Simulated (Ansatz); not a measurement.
# Li2Se (Fm-3m): how the settings move a single-point run

Question: which choices in the input matter for Li2Se (Fm-3m)?

Program: Ansatz 0.2.0. Level of theory: reference: DFT PBE, scalar-relativistic, plane waves, PAW. These are calculated values, not measurements.

1 further run of the same task is left out (it didn't finish). Runs told in other sessions of the task aren't counted.

## (1) The structure to begin with

It takes space group Fm-3m (No. 225, cubic). Conventional cell: a = 6.005 Å, b = 6.005 Å, c = 6.005 Å, α = 90.00°, β = 90.00°, γ = 90.00°. Li (site symmetry -43m) has 4 Se at 2.60 Å in its first shell of neighbours. Se (site symmetry m-3m) has 8 Li at 2.60 Å in its first shell of neighbours.

Structure file:

```
Li Se
1.0
     0.00000    3.00250    3.00250
     3.00250    0.00000    3.00250
     3.00250    3.00250    0.00000
Li Se
2 1
Direct
  0.25000 0.25000 0.25000
  0.75000 0.75000 0.75000
  0.00000 0.00000 0.00000
```

## (2) Reference

input.yaml

```yaml
crystal:
  lattice:
    - [0.0, 3.0024997683, 3.0024997683]
    - [3.0024997683, 0.0, 3.0024997683]
    - [3.0024997683, 3.0024997683, 0.0]
  atoms:
    - { symbol: Li, position: [0.25, 0.25, 0.25] }
    - { symbol: Li, position: [0.75, 0.75, 0.75] }
    - { symbol: Se, position: [0.0, 0.0, 0.0] }
basis:
  ecutwfc: 420
  ecutrho_ratio: 4
kpoints:
  mp_grid: { grid: [8, 8, 8] }
hamiltonian:
  xc: pbe
scf:
  occupations: { method: gaussian, width: 0.05 }
output:
  forces: true
  stress: true
  eigenvalues: true
```

Started as:

```console
ansatz run input.yaml --threads 4 --pin off --max-ram 8192MiB --backend cpu --events-out ev --progress --plain --runs-dir out
```

## (3) Changing settings: ecutwfc 550 eV, mp_grid.grid [3, 3, 3], occupations.width 0.1

input.yaml, as its differences from that of step 2:

```diff
@@ -10,6 +10,6 @@
 basis:
-  ecutwfc: 420
+  ecutwfc: "550 eV"
   ecutrho_ratio: 4
 kpoints:
-  mp_grid: { grid: [8, 8, 8] }
+  mp_grid: { grid: [3, 3, 3] }
 hamiltonian:
@@ -17,3 +17,3 @@
 scf:
-  occupations: { method: gaussian, width: 0.05 }
+  occupations: { method: gaussian, width: 0.1 }
 output:
@@ -21,2 +21 @@
   stress: true
-  eigenvalues: true
```

## (4) Changed: dispersion d3bj, occupations.width 0.001, n_extra_bands 8

input.yaml, as its differences from that of step 2:

```diff
@@ -16,4 +16,6 @@
   xc: pbe
+  dispersion: d3bj
 scf:
-  occupations: { method: gaussian, width: 0.05 }
+  occupations: { method: gaussian, width: 0.001 }
+  n_extra_bands: 8
 output:
@@ -21,2 +23,5 @@
   stress: true
-  eigenvalues: true
+  write_density: true
+  write_potential: true
+  elf: true
+  volumetric_format: npy
```

## (5) Changed: ecutwfc 550 eV, eigensolver.kind davidson

input.yaml, as its differences from that of step 2:

```diff
@@ -10,3 +10,3 @@
 basis:
-  ecutwfc: 420
+  ecutwfc: "550 eV"
   ecutrho_ratio: 4
@@ -18,2 +18,3 @@
   occupations: { method: gaussian, width: 0.05 }
+  eigensolver: { kind: davidson }
 output:
@@ -21,2 +22 @@
   stress: true
-  eigenvalues: true
```

What does the calculation give? Wanted: for each run, ending; energy change; pressure; gap; force.

**Answer**, as computed:

| run | ending | energy change | pressure (GPa) | gap (eV) | force (eV/Å) | cycles | time |
| --- | --- | --- | --- | --- | --- | --- | --- |
| reference | converged | 0 | 0.0 | 2.98 | 0.00 | 7 | 1.1 s |
| 1: ecutwfc 550 eV, mp_grid.grid [3, 3, 3], occupations.width 0.1 | converged | +24.3 meV/atom (σ→0) | 0.4 | 3.37 | 0.00 | 6 | 0.41 s |
| 2: dispersion d3bj, occupations.width 0.001, n_extra_bands 8 | converged | -261.3 meV/atom (σ→0) (dispersion and other settings together) | -2.5 | 2.98 | 0.00 | 7 | 0.82 s |
| 3: ecutwfc 550 eV, eigensolver.kind davidson | converged | -0.2 meV/atom | 0.0 | 2.98 | 0.00 | 6 | 0.9 s |

Times don't compare one to one where runs were asked for different outputs or read a saved state (see the inputs); cycles may leave out searches for a lower state.

Residual by cycle in the longest SCF loop of each run; runs are numbered as in the table. The quantity is the density residual dr2, in eV.

| cycle | reference | run 1 | run 2 | run 3 |
| --- | --- | --- | --- | --- |
| 1 | 9.5e-5 | 0.00258 | 9.9e-5 | 1.8e-5 |
| 2 | 1.1e-4 | 1.7e-4 | 1.2e-4 | 6.9e-6 |
| 3 | 2.2e-5 | 1.6e-5 | 2.3e-5 | 7.5e-7 |
| 4 | 3.7e-6 | 1.8e-6 | 3.9e-6 | 4.5e-8 |
| 5 | 7.9e-7 | 3.8e-9 | 8.5e-7 | 4.8e-9 |
| 6 | 1.4e-7 | 8.9e-11 | 1.6e-7 | 8.1e-10 |
| 7 | 1.1e-8 | - | 1.0e-8 | - |

What this shows: The table holds what each change does; none stands out.

The gaps are Kohn-Sham values of a semilocal functional, not quasiparticle or optical gaps. Such gaps usually fall short of the measured ones.
